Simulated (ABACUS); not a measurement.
Ge:

```
Ge
1.0
    -2.57449    2.57449    1.39741
     2.57449   -2.57449    1.39741
     2.57449    2.57449   -1.39741
Ge
2
Direct
  0.50000 0.50000 0.00000
  0.25000 0.75000 0.50000
```

This isn't the form of Ge at room conditions, which is diamond.

Base run:

| Property | Result |
| --- | --- |
| Program | ABACUS 3.10.1 |
| Functional | OLYP |
| Potentials or basis | PseudoDojo NC SR 0.5 PBE standard |
| Cutoff | 1075 eV |
| Density cutoff | 4299 eV |
| Basis | plane waves |
| k mesh | 9 × 9 × 9 |
| Occupations | fermi-dirac, width 0.05 eV |
| Spin | no spin polarisation |

Its results: band gap on the k mesh none (metal or under the smearing width); pressure 2.9 GPa.

**Question.** The run is repeated on the same cell with these changes: functional from OLYP to B86bPBE; potentials or basis from PseudoDojo NC SR 0.5 PBE standard to PseudoDojo NC SR 0.4.1 PBE standard. What comes out?

**Answer.** Band gap on the k mesh none (metal or under the smearing width); pressure 4.0 GPa.

Caveats: the potentials were made for another functional, which shifts forces and pressure.
